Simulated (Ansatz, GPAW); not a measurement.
# Ballistic transport through 1,4-diisocyanobenzene between two Pd chains, from relaxation to T(E), part 3 of 4

How well does 1,4-diisocyanobenzene between two Pd chains conduct once its atoms have relaxed, and how much do cheaper levels lose?

GPAW 26.7.0 and Ansatz 0.2.0; Ansatz plane waves; relaxation of the junction with the lead ends held; PAW set soft_1 (the session's first sound run).

So far, transmission at the Fermi level (one spin): step 3 (plane-wave reference (PBE)) 0.00896. Also open channels of the lead at the Fermi level (one spin): step 3 4.

## (4) GPAW, dzp

The script solves lead and junction separately, takes H and S in the orbital basis, and joins semi-infinite leads through their self-energies; the dzp basis is the working standard.

This step: GPAW LCAO, PAW setups; Landauer transmission from Green's functions with principal layers (ASE), zero bias (GPAW 26.7.0).

The input, run.py:

```python
import json
import numpy as np
from ase import Atoms
from ase.transport.calculators import TransportCalculator
from gpaw import GPAW, FermiDirac
from gpaw.lcao.tools import get_lcao_hamiltonian
from scipy.linalg import eigh

# The junction with lead layers at both ends, along the third cell vector
device = Atoms(
    ['Pd', 'Pd', 'Pd', 'Pd', 'Pd', 'Pd', 'Pd', 'Pd', 'C', 'N', 'C', 'H', 'H', 'C', 'C', 'C', 'C', 'H', 'H', 'C', 'N', 'C', 'Pd', 'Pd', 'Pd', 'Pd', 'Pd', 'Pd', 'Pd', 'Pd'],
    positions=[
        [5.40801, 4.50000, 1.25000],
        [5.40801, 4.50000, 3.75000],
        [5.40801, 4.50000, 6.25000],
        [5.40801, 4.50000, 8.75000],
        [5.40801, 4.50000, 11.25000],
        [5.40801, 4.50000, 13.75000],
        [5.76181, 4.75218, 16.28435],
        [5.16779, 4.29438, 18.86326],
        [5.33693, 4.42073, 20.75234],
        [5.40150, 4.46168, 21.94252],
        [5.41090, 4.48185, 23.32297],
        [7.56585, 4.48965, 23.48905],
        [3.25776, 4.47951, 23.50622],
        [6.62517, 4.49355, 24.03766],
        [4.20242, 4.48785, 24.04820],
        [6.63112, 4.50946, 25.42987],
        [4.20811, 4.50380, 25.44002],
        [7.57696, 4.51851, 25.96948],
        [3.26701, 4.50827, 25.98784],
        [5.42264, 4.51478, 26.15553],
        [5.42835, 4.53753, 27.53642],
        [5.44458, 4.59610, 28.72778],
        [5.49415, 4.78646, 30.62167],
        [5.30345, 4.13728, 33.23881],
        [5.40801, 4.50000, 35.80572],
        [5.40801, 4.50000, 38.30572],
        [5.40801, 4.50000, 40.80572],
        [5.40801, 4.50000, 43.30572],
        [5.40801, 4.50000, 45.80572],
        [5.40801, 4.50000, 48.30572]],
    cell=[[10.81602, 0.0, 0.0], [0.0, 9.0, 0.0], [0.0, 0.0, 49.55572]],
    pbc=True)

# One principal layer of the lead: the first 5 atoms of the device
lead = Atoms(
    ['Pd', 'Pd', 'Pd', 'Pd', 'Pd'],
    positions=[
        [5.40801, 4.50000, 1.25000],
        [5.40801, 4.50000, 3.75000],
        [5.40801, 4.50000, 6.25000],
        [5.40801, 4.50000, 8.75000],
        [5.40801, 4.50000, 11.25000]],
    cell=[[10.81602, 0.0, 0.0], [0.0, 9.0, 0.0], [0.0, 0.0, 12.5]],
    pbc=True)

settings = dict(mode='lcao', basis='dzp', xc='PBE', h=0.18,
                occupations=FermiDirac(0.1), maxiter=250,
                mixer=dict(beta=0.1, nmaxold=8, weight=100.0),
                convergence=dict(density=0.0001))
energies = np.arange(-2, 2 + 1e-9, 0.025)
eta = 0.0001
n1, n2 = 1, 1
# k and -k transmit alike, so half of the mesh across the current serves
mesh = [(i, j) for i in range(n1) for j in range(n2) if (i, j) <= (-i % n1, -j % n2)]
weights = np.array([1 if (i, j) == (-i % n1, -j % n2) else 2 for i, j in mesh]) / (n1 * n2)

# [... helper functions left out ...]
fermi_lead = ground_state(lead, (1, 1, 9), 'lead.txt')
fermi_device = ground_state(device, (1, 1, 2), 'device.txt')
# [... loop over the mesh left out, but for ...]
        # Shift the lead onto the potential of the device's first layer
        shift = ((H[:, 0, 0] - H0[:, 0, 0]) / S0[0, 0]).real.mean()
# [...]
kT = 8.617333e-5 * 300
bias = [0.1, 0.2, 0.5, 1.0, 1.5, 2.0]
# [... integrals and printing left out ...]
```

Started as:

```sh
OMP_NUM_THREADS=1 OPENBLAS_NUM_THREADS=1 python run.py
```

Numbers of over 12 decimals in the logs are rounded to 6 here.

Output:

```text
basis functions: device 582, principal layer 135
Fermi level: lead -4.1928 eV, device -3.9524 eV; lead shifted by -0.0012 eV
largest coupling past the next layer 1.07e-04 eV, largest misfit of the first layer 0.039 eV
  E-E_F (eV)   T (one spin)  channels
    -2.000    1.6048e-01    3.0000
    -1.975    1.8590e-01    3.0000
    -1.950    2.1883e-01    3.0000
    -1.925    2.6173e-01    3.0000
    -1.900    3.1700e-01    3.0000
    -1.875    3.8806e-01    3.0000
    -1.850    4.7491e-01    3.0000
    -1.825    5.7390e-01    3.0000
    -1.800    6.7492e-01    3.0000
    -1.775    7.6367e-01    3.0000
    -1.750    8.2906e-01    3.0000
    -1.725    8.6906e-01    3.0000
    -1.700    8.8897e-01    3.0000
    -1.675    8.9626e-01    3.0000
    -1.650    8.9724e-01    3.0000
    -1.625    8.9605e-01    3.0000
[...]
1.825    4.3704e-04    1.0000
     1.850    3.6214e-04    1.0000
     1.875    3.0267e-04    1.0000
     1.900    2.5478e-04    1.0000
     1.925    2.1573e-04    1.0000
     1.950    1.8352e-04    1.0000
     1.975    1.5672e-04    1.0000
     2.000    1.3422e-04    1.0000
conductance at 300 K: 0.0072821 G0 a cell; thermopower 41.91 uV/K
current from the zero-bias T(E) at 0.1 V: 0.055926 uA
current from the zero-bias T(E) at 0.2 V: 0.10913 uA
current from the zero-bias T(E) at 0.5 V: 0.26098 uA
current from the zero-bias T(E) at 1.0 V: 0.66623 uA
current from the zero-bias T(E) at 1.5 V: 1.8723 uA
current from the zero-bias T(E) at 2.0 V: 4.4872 uA
```

It took 12 min on 1 thread of Arm Neoverse V1, shared host; peak memory 3.1 GiB.

Numbers from this step:

```
conductance                                    : 0.007282 G₀
largest coupling past the next principal layer : 1.07e-4 eV
largest misfit of the first principal layer    : 0.03925 eV
shift that aligns the lead                     : -0.001185 eV
basis functions of the junction                : 582
basis functions of a principal layer           : 135
transmission at the Fermi level (one spin)     : 0.007471
```

One spin. Transmission, zone mean against energy, zero at the Fermi level:

| energy (eV) | transmission, zone mean |
| --- | --- |
| -2.000 | 0.160 |
| -1.800 | 0.675 |
| -1.650 | 0.897 |
| -1.600 | 0.895 |
| -1.400 | 0.817 |
| -1.200 | 0.493 |
| -1.000 | 0.217 |
| -0.800 | 0.0870 |
| -0.600 | 0.0411 |
| -0.400 | 0.0194 |
| -0.200 | 0.0131 |
| 0.000 | 0.00747 |
| 0.200 | 7.8e-5 |
| 0.400 | 1.0e-4 |
| 0.600 | 1.4e-4 |
| 0.800 | 2.1e-4 |
| 1.000 | 3.8e-4 |
| 1.200 | 9.2e-4 |
| 1.400 | 0.00674 |
| 1.500 | 0.744 |
| 1.600 | 0.00639 |
| 1.800 | 5.3e-4 |
| 2.000 | 1.3e-4 |

Crossings of the lead's bands, unfolded to its shortest repeat. Table of open channels, zone mean by energy, zero at the Fermi level:

| energy (eV) | open channels, zone mean |
| --- | --- |
| -2.000 | 3 |
| -1.900 | 3 |
| -1.800 | 3 |
| -1.700 | 3 |
| -1.600 | 3 |
| -1.500 | 3 |
| -1.400 | 3 |
| -1.300 | 3 |
| -1.200 | 3 |
| -1.100 | 3 |
| -1.000 | 5 |
| -0.900 | 5 |
| -0.800 | 5 |
| -0.700 | 5 |
| -0.600 | 5 |
| -0.500 | 5 |
| -0.400 | 4 |
| -0.300 | 4 |
| -0.200 | 4 |
| -0.100 | 4 |
| 0.000 | 4 |
| 0.100 | 4 |
| 0.200 | 1 |
| 0.300 | 1 |
| 0.400 | 1 |
| 0.500 | 1 |
| 0.600 | 1 |
| 0.700 | 1 |
| 0.800 | 1 |
| 0.900 | 1 |
| 1.000 | 1 |
| 1.100 | 1 |
| 1.200 | 1 |
| 1.300 | 1 |
| 1.400 | 1 |
| 1.500 | 1 |
| 1.600 | 1 |
| 1.700 | 1 |
| 1.800 | 1 |
| 1.900 | 1 |
| 2.000 | 1 |

Not self-consistent under bias; the bias window is split evenly. Table of current through one cell, from the zero-bias transmission by bias:

| bias (V) | current through one cell, from the zero-bias transmission (μA) |
| --- | --- |
| 0.100 | 0.0559 |
| 0.200 | 0.109 |
| 0.500 | 0.261 |
| 1.000 | 0.666 |
| 1.500 | 1.87 |
| 2.000 | 4.49 |

Transmission of the three most open eigenchannels against energy, zero at the Fermi level:

| energy (eV) | channel 1 | channel 2 | channel 3 |
| --- | --- | --- | --- |
| -2.000 | 0.160 | 4.9e-5 | 5.3e-7 |
| -1.800 | 0.674 | 0.00124 | 2.5e-6 |
| -1.600 | 0.893 | 0.00173 | 9.2e-6 |
| -1.400 | 0.817 | 8.4e-4 | 1.6e-5 |
| -1.200 | 0.492 | 4.6e-4 | 1.7e-5 |
| -1.000 | 0.217 | 2.4e-4 | 1.9e-5 |
| -0.800 | 0.0869 | 1.2e-4 | 3.0e-5 |
| -0.600 | 0.0410 | 5.9e-5 | 3.2e-5 |
| -0.400 | 0.0194 | 5.5e-5 | 2.6e-5 |
| -0.200 | 0.0128 | 2.4e-4 | 1.8e-5 |
| 0.000 | 0.00743 | 3.0e-5 | 1.0e-5 |
| 0.200 | 7.8e-5 | 0 | 0 |
| 0.400 | 1.0e-4 | 0 | 0 |
| 0.600 | 1.4e-4 | 0 | 0 |
| 0.800 | 2.1e-4 | 0 | 0 |
| 1.000 | 3.8e-4 | 0 | 0 |
| 1.200 | 9.2e-4 | 0 | 0 |
| 1.400 | 0.00674 | 0 | 0 |
| 1.600 | 0.00639 | 0 | 0 |
| 1.800 | 5.3e-4 | 1.5e-12 | 0 |
| 2.000 | 1.3e-4 | 2.3e-12 | 0 |

At the Fermi level T is 0.00747 against 0.00896 in plane waves. Couplings past the next layer reach 1.1e-4 eV, small enough to drop; the matrix elements of the cell's first layer differ from the bulk lead's by up to 0.039 eV. That layer keeps its own values in the calculation, and only beyond it is the lead taken as perfect. The Fermi levels of lead and junction count from different zeros of potential, one for each periodic cell; with both set to zero, the small remaining shift is what aligns them. By hand: G = 0.007282 × 77.48 μS = 0.564 μS, a resistance of 1772 kΩ; at 0.1 V a linear junction would pass 0.0564 μA, and the integral over the bias window gives 0.0559 μA.

## (5) GPAW, szp: basis = "szp(dzp)"

The second zeta is dropped, the polarisation orbitals stay.

Changes to run.py since step 4:

```diff
@@ -57,3 +57,3 @@
 
-settings = dict(mode='lcao', basis='dzp', xc='PBE', h=0.18,
+settings = dict(mode='lcao', basis='szp(dzp)', xc='PBE', h=0.18,
                 occupations=FermiDirac(0.1), maxiter=250,
```

Output:

```text
basis functions: device 346, principal layer 75
Fermi level: lead -4.3546 eV, device -4.3072 eV; lead shifted by -0.0007 eV
largest coupling past the next layer 1.09e-04 eV, largest misfit of the first layer 0.028 eV
  E-E_F (eV)   T (one spin)  [channel counts left out]
    -2.000    7.4387e-01
    -1.975    8.6660e-01
    -1.950    9.3258e-01
[...]
1.975    9.5074e-05
     2.000    9.1005e-05
conductance at 300 K: 0.0035575 G0 a cell; thermopower 81.07 uV/K
current from the zero-bias T(E) at 0.1 V: 0.027258 uA
current from the zero-bias T(E) at 0.2 V: 0.054131 uA
current from the zero-bias T(E) at 0.5 V: 0.14234 uA
current from the zero-bias T(E) at 1.0 V: 0.30236 uA
current from the zero-bias T(E) at 1.5 V: 0.65617 uA
current from the zero-bias T(E) at 2.0 V: 2.5559 uA
```

Elapsed: 7.9 min, on 1 thread; peak memory 2.9 GiB.

Numbers from this step:

```yaml
conductance: 0.003557 G₀
largest_coupling_past_the_next_principal_layer: 1.09e-4 eV
largest_misfit_of_the_first_principal_layer: 0.02822 eV
shift_that_aligns_the_lead: -7.04e-4 eV
basis_functions_of_the_junction: 346
basis_functions_of_a_principal_layer: 75
transmission_at_the_fermi_level_one_spin: 0.003893
```

One spin. The transmission, zone mean by energy, zero at the Fermi level:

energy (eV), log10 transmission, zone mean and a bar from the least value:
```
   -2.000       -0.1 #############################
   -1.925        0.0 ##############################
   -1.900        0.0 ##############################
   -1.800       -0.1 #############################
   -1.700       -0.2 #############################
   -1.600       -0.3 ############################
   -1.500       -0.5 ##########################
   -1.400       -0.7 #########################
   -1.300       -0.9 ########################
   -1.200       -1.0 #######################
   -1.100       -1.2 ######################
   -1.000       -1.4 ####################
   -0.900       -1.7 ##################
   -0.800       -1.4 #####################
   -0.700       -1.7 ##################
   -0.600       -2.0 ################
   -0.500       -2.0 ################
   -0.400       -2.1 ###############
   -0.300       -2.1 ################
   -0.200       -2.1 ################
   -0.100       -2.2 ###############
    0.000       -2.4 ##############
    0.100       -4.4 
    0.200       -4.2 #
    0.300       -4.0 ###
    0.400       -3.7 ####
    0.500       -3.5 ######
    0.600       -3.2 ########
    0.700       -2.9 ##########
    0.800       -2.4 ##############
    0.900       -1.2 ######################
    0.925       -0.3 ############################
    1.000       -1.8 ##################
    1.100       -2.5 #############
    1.200       -2.9 ##########
    1.300       -3.2 ########
    1.400       -3.4 #######
    1.500       -3.5 ######
    1.600       -3.7 #####
    1.700       -3.8 ####
    1.800       -3.9 ###
    1.900       -4.0 ###
    2.000       -4.0 ##
```

The conductance, 0.00356 G₀, lies 51 % below that of the dzp run.

## (6) GPAW, sz: basis = "sz(dzp)"

One function for each valence shell of the setup, as for a first survey of a large system.

Changes to run.py since step 5:

```diff
@@ -57,3 +57,3 @@
 
-settings = dict(mode='lcao', basis='szp(dzp)', xc='PBE', h=0.18,
+settings = dict(mode='lcao', basis='sz(dzp)', xc='PBE', h=0.18,
                 occupations=FermiDirac(0.1), maxiter=250,
```

Output:

```text
basis functions: device 236, principal layer 60
Fermi level: lead -4.3728 eV, device -4.3452 eV; lead shifted by -0.0007 eV
largest coupling past the next layer 1.08e-04 eV, largest misfit of the first layer 0.020 eV
  E-E_F (eV)   T (one spin)  [channel counts left out]
    -2.000    7.4120e-01
    -1.975    8.3057e-01
    -1.950    8.5660e-01
[...]
1.975    6.7783e-05
     2.000    6.5326e-05
conductance at 300 K: 0.0063224 G0 a cell; thermopower 69.77 uV/K
current from the zero-bias T(E) at 0.1 V: 0.048141 uA
current from the zero-bias T(E) at 0.2 V: 0.09359 uA
current from the zero-bias T(E) at 0.5 V: 0.22742 uA
current from the zero-bias T(E) at 1.0 V: 0.4458 uA
current from the zero-bias T(E) at 1.5 V: 1.3938 uA
current from the zero-bias T(E) at 2.0 V: 2.8464 uA
```

It took 6.2 min on 1 thread; peak memory 2.8 GiB.

This step gave:

- conductance: 0.006322 G₀
- largest coupling past the next principal layer: 1.08e-4 eV
- largest misfit of the first principal layer: 0.01983 eV
- shift that aligns the lead: -7.33e-4 eV
- basis functions of the junction: 236
- basis functions of a principal layer: 60
- transmission at the Fermi level (one spin): 0.006888

The conductance, 0.00632 G₀, lies 13 % below that of the dzp run.

## (7) revPBE in the dzp basis: xc = "revPBE"

Back in the dzp basis, the functional changes from PBE to revPBE, to set the spread between functionals beside that between bases.

Changes to run.py since step 6:

```diff
@@ -57,3 +57,3 @@
 
-settings = dict(mode='lcao', basis='sz(dzp)', xc='PBE', h=0.18,
+settings = dict(mode='lcao', basis='dzp', xc='revPBE', h=0.18,
                 occupations=FermiDirac(0.1), maxiter=250,
```

Output:

```text
basis functions: device 582, principal layer 135
Fermi level: lead -4.0445 eV, device -3.8128 eV; lead shifted by -0.0015 eV
largest coupling past the next layer 1.03e-04 eV, largest misfit of the first layer 0.034 eV
  E-E_F (eV)   T (one spin)  [channel counts left out]
    -2.000    1.6629e-01
    -1.975    1.9360e-01
    -1.950    2.2901e-01
[...]
1.975    1.5977e-04
     2.000    1.3731e-04
conductance at 300 K: 0.0067061 G0 a cell; thermopower 44.02 uV/K
current from the zero-bias T(E) at 0.1 V: 0.051524 uA
current from the zero-bias T(E) at 0.2 V: 0.10073 uA
current from the zero-bias T(E) at 0.5 V: 0.24418 uA
current from the zero-bias T(E) at 1.0 V: 0.62659 uA
current from the zero-bias T(E) at 1.5 V: 1.7566 uA
current from the zero-bias T(E) at 2.0 V: 4.2666 uA
```

It took 13 min on 1 thread; peak memory 3.1 GiB.

Numbers from this step:

```
conductance                                    : 0.006706 G₀
largest coupling past the next principal layer : 1.03e-4 eV
largest misfit of the first principal layer    : 0.03371 eV
shift that aligns the lead                     : -0.001544 eV
basis functions of the junction                : 582
basis functions of a principal layer           : 135
transmission at the Fermi level (one spin)     : 0.006875
```

The conductance, 0.00671 G₀, lies 7.9 % below that of the dzp run.

## (8) The structure as built: geometry = "as built"

The dzp basis with PBE on the structure as first built shows what the relaxation was worth.

Changes to run.py since step 7:

```diff
@@ -18,20 +18,20 @@
         [5.40801, 4.50000, 13.75000],
-        [5.76181, 4.75218, 16.28435],
-        [5.16779, 4.29438, 18.86326],
-        [5.33693, 4.42073, 20.75234],
-        [5.40150, 4.46168, 21.94252],
-        [5.41090, 4.48185, 23.32297],
-        [7.56585, 4.48965, 23.48905],
-        [3.25776, 4.47951, 23.50622],
-        [6.62517, 4.49355, 24.03766],
-        [4.20242, 4.48785, 24.04820],
-        [6.63112, 4.50946, 25.42987],
-        [4.20811, 4.50380, 25.44002],
-        [7.57696, 4.51851, 25.96948],
-        [3.26701, 4.50827, 25.98784],
-        [5.42264, 4.51478, 26.15553],
-        [5.42835, 4.53753, 27.53642],
-        [5.44458, 4.59610, 28.72778],
-        [5.49415, 4.78646, 30.62167],
-        [5.30345, 4.13728, 33.23881],
+        [5.40801, 4.50000, 16.25000],
+        [5.40801, 4.50000, 18.75000],
+        [5.40801, 4.50000, 20.84000],
+        [5.40801, 4.50000, 22.01178],
+        [5.40801, 4.50000, 23.40006],
+        [7.56602, 4.50001, 23.53143],
+        [3.25001, 4.49999, 23.53143],
+        [6.62769, 4.50000, 24.08032],
+        [4.18833, 4.50000, 24.08032],
+        [6.62769, 4.49999, 25.47540],
+        [4.18834, 4.50000, 25.47540],
+        [7.56602, 4.49999, 26.02429],
+        [3.25001, 4.50000, 26.02430],
+        [5.40801, 4.50000, 26.15567],
+        [5.40801, 4.50000, 27.54394],
+        [5.40801, 4.50000, 28.71572],
+        [5.40801, 4.50000, 30.80572],
+        [5.40801, 4.50000, 33.30572],
         [5.40801, 4.50000, 35.80572],
@@ -57,3 +57,3 @@
 
-settings = dict(mode='lcao', basis='dzp', xc='revPBE', h=0.18,
+settings = dict(mode='lcao', basis='dzp', xc='PBE', h=0.18,
                 occupations=FermiDirac(0.1), maxiter=250,
```

Output:

```text
basis functions: device 582, principal layer 135
Fermi level: lead -4.1928 eV, device -3.8680 eV; lead shifted by -0.0002 eV
largest coupling past the next layer 1.07e-04 eV, largest misfit of the first layer 0.066 eV
  E-E_F (eV)   T (one spin)  [channel counts left out]
    -2.000    5.1212e-02
    -1.975    4.8665e-02
    -1.950    4.6446e-02
[...]
1.975    8.5364e-07
     2.000    9.1749e-07
conductance at 300 K: 0.035549 G0 a cell; thermopower 42.83 uV/K
current from the zero-bias T(E) at 0.1 V: 0.27075 uA
current from the zero-bias T(E) at 0.2 V: 0.5168 uA
current from the zero-bias T(E) at 0.5 V: 1.1357 uA
current from the zero-bias T(E) at 1.0 V: 2.0939 uA
current from the zero-bias T(E) at 1.5 V: 3.1534 uA
current from the zero-bias T(E) at 2.0 V: 4.5321 uA
```

Elapsed: 11 min, on 1 thread; peak memory 3.1 GiB.

This step gave:

| Property | Result |
| --- | --- |
| conductance | 0.03555 G₀ |
| largest coupling past the next principal layer | 1.07e-4 eV |
| largest misfit of the first principal layer | 0.06572 eV |
| shift that aligns the lead | -2.28e-4 eV |
| transmission at the Fermi level (one spin) | 0.03742 |

One spin. Table of transmission, zone mean by energy, zero at the Fermi level:

| energy (eV) | transmission, zone mean |
| --- | --- |
| -2.000 | 0.0512 |
| -1.800 | 0.0404 |
| -1.600 | 0.0454 |
| -1.400 | 0.0576 |
| -1.200 | 0.0745 |
| -1.100 | 0.0813 |
| -1.000 | 0.0798 |
| -0.800 | 0.0654 |
| -0.600 | 0.0528 |
| -0.400 | 0.0487 |
| -0.200 | 0.0518 |
| 0.000 | 0.0374 |
| 0.200 | 1.2e-6 |
| 0.400 | 1.3e-7 |
| 0.600 | 2.1e-8 |
| 0.800 | 0 |
| 1.000 | 1.0e-8 |
| 1.200 | 5.0e-8 |
| 1.400 | 1.3e-7 |
| 1.600 | 2.7e-7 |
| 1.800 | 5.1e-7 |
| 2.000 | 9.2e-7 |

The conductance, 0.0355 G₀, lies 388 % above that of the dzp run.

## (9) All levels side by side

Times are wall times on the hardware named with each run. The runs compared:

| no. | run | conductance (G₀) | time | memory (GiB) |
| --- | --- | --- | --- | --- |
| 1 | pw PBE | 0.008778 | 84 min | 6.9 |
| 2 | dzp | 0.007282 | 12 min | 3.1 |
| 3 | szp | 0.003557 | 7.9 min | 2.9 |
| 4 | sz | 0.006322 | 6.2 min | 2.8 |
| 5 | dzp revPBE | 0.006706 | 13 min | 3.1 |
| 6 | asbuilt | 0.03555 | 11 min | 3.1 |

(Continued in part 4 of 4.)

[Logs are printed without paths, hosts, clocks, repeated set-up lines and the standing remarks that a program may print on its own settings, such as how far it seeks lower states.]

[Hosts, paths, dates, database ids (printed as entryN), source tags and the programs' standing remarks are cut or masked in the printed files.]
